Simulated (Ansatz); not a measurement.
## Cl, one cell by several methods

```
Cl
1.0
     0.00000    3.23585    3.23585
     3.23585    0.00000    3.23585
     3.23585    3.23585    0.00000
Cl
2
Direct
  0.00000 0.00000 0.00000
  0.25000 0.25000 0.25000
```

Atoms are numbered in the order listed.

The cell was built from the diamond type and relaxed in the same program, and has space group Fd-3m; it needn't be a known or the stable phase.

Levels of theory: DFT, PBE, PAW with Ansatz's default frozen-core files, scalar-relativistic (Ansatz 0.2.0); DFT, PBE, all-electron PAW with datasets made for the crystal, scalar-relativistic (Ansatz 0.2.0); DFT, PBE, all-electron LAPW, scalar-relativistic (Ansatz 0.2.0).

For PAW: a Γ-centred 14×14×14 k mesh, Fermi–Dirac smearing of 0.08 eV, cutoff 420 eV, no spin polarisation. The crystal-made all-electron datasets (AE datasets) take a cutoff of 180 eV at this cell. LAPW targets a basis error of 1 meV/atom. The Ansatz runs share mesh, smearing and spin set-up. Plane-wave (PAW) pressures include the program's estimate of the Pulay term.

Stress and pressure are positive in compression.

Levels count from the Fermi level.

| quantity | PAW | AE datasets | LAPW |
| --- | --- | --- | --- |
| pressure (GPa) | 0.01 | 0.02 | 0.01 |
| highest filled level at Γ (eV) | -0.826 | -0.826 | -0.826 |
| lowest empty level at Γ (eV) | 6.444 | 6.444 | 6.444 |
| highest filled level at K (eV) | -1.256 | -1.256 | -1.256 |
| lowest empty level at K (eV) | 0.148 | 0.148 | 0.148 |
| highest filled level at X (eV) | -1.766 | -1.766 | -1.766 |
| lowest empty level at X (eV) | 0.332 | 0.332 | 0.332 |

PAW's pressure differs from the LAPW value by about 0.01 GPa or less.
